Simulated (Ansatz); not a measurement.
# Bi7Se10: course of a relaxation

Theory: DFT PBE, scalar-relativistic, plane waves, PAW in Ansatz 0.2.0. Settings: 420 eV cutoff, 2×2×2 k-mesh, Gaussian smearing of 0.01 eV, no spin polarisation.

What was changed: Se vacancy (site c), charge +0, atoms relaxed at the host's cell.

Spin–orbit coupling is left out, which can shift energies with elements as heavy as these.

In a supercell of 34 atoms the defect feels its periodic images.

Spin polarisation was left out.

Command:

```bash
ansatz run input.yaml --threads 4 --pin off --max-ram 10240MiB --backend cpu --events-out ev --progress --plain --runs-dir out
```

Input:

```yaml
crystal:
  lattice:
    - [10.4729127047, -3.6279233816, 0.0]
    - [2.0945825409, -10.8837701447, 0.0]
    - [4.1891650819, -4.8372311754, -10.504628326]
  atoms:
    - { symbol: Bi, position: [0.8238259387, 0.2523973673, 0.8142364696] }
    - { symbol: Bi, position: [0.6809687959, 0.9666830816, 0.8142364696] }
    - { symbol: Bi, position: [0.538111653, 0.6809687959, 0.8142364696] }
    - { symbol: Bi, position: [0.3952545101, 0.3952545101, 0.8142364696] }
    - { symbol: Bi, position: [0.2523973673, 0.1095402244, 0.8142364696] }
    - { symbol: Bi, position: [0.1095402244, 0.8238259387, 0.8142364696] }
    - { symbol: Bi, position: [0.9666830816, 0.538111653, 0.8142364696] }
    - { symbol: Bi, position: [0.0333169184, 0.461888347, 0.1857635304] }
    - { symbol: Bi, position: [0.8933927245, 0.1869325001, 0.1746340958] }
    - { symbol: Bi, position: [0.7408666924, 0.8923895507, 0.1849694476] }
    - { symbol: Bi, position: [0.6047454899, 0.6047454899, 0.1857635304] }
    - { symbol: Bi, position: [0.4657398607, 0.3230123822, 0.1808619471] }
    - { symbol: Bi, position: [0.3190312041, 0.0333169184, 0.1857635304] }
    - { symbol: Bi, position: [0.1761740613, 0.7476026327, 0.1857635304] }
    - { symbol: Se, position: [0.4285714286, 0.8571428571, 1.0] }
    - { symbol: Se, position: [0.2857142857, 0.5714285714, 0.0] }
    - { symbol: Se, position: [0.1428571429, 0.2857142857, 0.0] }
    - { symbol: Se, position: [0.0, 0.0, 1.0] }
    - { symbol: Se, position: [0.8571428571, 0.7142857143, 0.0] }
    - { symbol: Se, position: [0.7142857143, 0.4285714286, 0.0] }
    - { symbol: Se, position: [0.5714285714, 0.1428571429, 0.0] }
    - { symbol: Se, position: [0.5075622237, 0.7932765095, 0.3344561859] }
    - { symbol: Se, position: [0.3647050809, 0.5075622237, 0.3344561859] }
    - { symbol: Se, position: [0.221847938, 0.221847938, 0.3344561859] }
    - { symbol: Se, position: [0.0789907952, 0.9361336523, 0.3344561859] }
    - { symbol: Se, position: [0.9361336523, 0.6504193666, 0.3344561859] }
    - { symbol: Se, position: [0.7932765095, 0.3647050809, 0.3344561859] }
    - { symbol: Se, position: [0.2067234905, 0.6352949191, 0.6655438141] }
    - { symbol: Se, position: [0.0638663477, 0.3495806334, 0.6655438141] }
    - { symbol: Se, position: [0.9210092048, 0.0638663477, 0.6655438141] }
    - { symbol: Se, position: [0.778152062, 0.778152062, 0.6655438141] }
    - { symbol: Se, position: [0.6352949191, 0.4924377763, 0.6655438141] }
    - { symbol: Se, position: [0.4924377763, 0.2067234905, 0.6655438141] }
    - { symbol: Se, position: [0.3495806334, 0.9210092048, 0.6655438141] }
  host:
    lattice:
      - [2.0945825409, 1.2093077939, 10.504628326]
      - [-2.0945825409, 1.2093077939, 10.504628326]
      - [0.0, -2.4186155877, 10.504628326]
    atoms:
      - { symbol: Bi, position: [0.3952545101, 0.3952545101, 0.3952545101] }
      - { symbol: Bi, position: [0.6047454899, 0.6047454899, 0.6047454899] }
      - { symbol: Se, position: [0.0, 0.0, 0.0] }
      - { symbol: Se, position: [0.221847938, 0.221847938, 0.221847938] }
      - { symbol: Se, position: [0.778152062, 0.778152062, 0.778152062] }
basis:
  ecutwfc: 420
  xc_grid: 2
kpoints:
  mp_grid: { grid: [2, 2, 2], shift: [0.0, 0.0, 0.0] }
hamiltonian:
  xc: pbe
scf:
  occupations: { method: gaussian, width: 0.01 }
output:
  forces: true
  stress: false
  eigenvalues: true
  charged_corrections: { defect_position: [0.65041937, 0.0789908, 0.33445619] }
  write_density: true
  write_potential: true
  elf: true
  volumetric_format: npy
relax:
  adjacent_minimum: "off"
  f_tol: 0.025
  max_steps: 45
```

F is the free energy.

At step 3 the energy rises: a step can overshoot before the optimiser corrects it.

Steps:

| step | F − F(1) (eV) | largest force component (eV/Å) |
| --- | --- | --- |
| 1 | 0.0000 | 0.338 |
| 2 | -0.0705 | 0.303 |
| 3 | 0.0171 | 0.544 |
| 4 | -0.1236 | 0.041 |
| 5 | -0.1259 | 0.029 |
| 6 | -0.1269 | 0.008 |

Relaxed structure:

```yaml
crystal:
  lattice:
    - [10.47291, -3.62792, 0.00000]
    - [2.09458, -10.88377, 0.00000]
    - [4.18917, -4.83723, -10.50463]
  atoms:
    - { symbol: Bi, position: [0.82491, 0.25378, 0.81077] }
    - { symbol: Bi, position: [0.68078, 0.96614, 0.81447] }
    - { symbol: Bi, position: [0.53701, 0.68200, 0.81439] }
    - { symbol: Bi, position: [0.39294, 0.39422, 0.81522] }
    - { symbol: Bi, position: [0.25274, 0.10995, 0.81438] }
    - { symbol: Bi, position: [0.11198, 0.82182, 0.81533] }
    - { symbol: Bi, position: [0.96492, 0.54108, 0.81540] }
    - { symbol: Bi, position: [0.03255, 0.46182, 0.18753] }
    - { symbol: Bi, position: [0.88344, 0.17583, 0.18080] }
    - { symbol: Bi, position: [0.74649, 0.90391, 0.18106] }
    - { symbol: Bi, position: [0.60452, 0.60558, 0.18708] }
    - { symbol: Bi, position: [0.47462, 0.31179, 0.18108] }
    - { symbol: Bi, position: [0.31720, 0.03341, 0.18723] }
    - { symbol: Bi, position: [0.17654, 0.74601, 0.18727] }
    - { symbol: Se, position: [0.42874, 0.85782, 0.99897] }
    - { symbol: Se, position: [0.28867, 0.56666, 0.00326] }
    - { symbol: Se, position: [0.13736, 0.28483, 0.00337] }
    - { symbol: Se, position: [0.99964, 0.00051, 0.99887] }
    - { symbol: Se, position: [0.85583, 0.71771, 0.00317] }
    - { symbol: Se, position: [0.71530, 0.42861, 0.99886] }
    - { symbol: Se, position: [0.57140, 0.14432, 0.99896] }
    - { symbol: Se, position: [0.51106, 0.79766, 0.33140] }
    - { symbol: Se, position: [0.36863, 0.50326, 0.33137] }
    - { symbol: Se, position: [0.22825, 0.22265, 0.33110] }
    - { symbol: Se, position: [0.07422, 0.94018, 0.33136] }
    - { symbol: Se, position: [0.93209, 0.65745, 0.33119] }
    - { symbol: Se, position: [0.79371, 0.36149, 0.33101] }
    - { symbol: Se, position: [0.20623, 0.63502, 0.66682] }
    - { symbol: Se, position: [0.06394, 0.35089, 0.66670] }
    - { symbol: Se, position: [0.92191, 0.06152, 0.66675] }
    - { symbol: Se, position: [0.77717, 0.78131, 0.66561] }
    - { symbol: Se, position: [0.63258, 0.49295, 0.66669] }
    - { symbol: Se, position: [0.49007, 0.20631, 0.66567] }
    - { symbol: Se, position: [0.35218, 0.91918, 0.66556] }
```

The run converged. It took 7.3 min on 4 threads of Arm Neoverse V2, on a shared host, peak memory 6.9 GiB.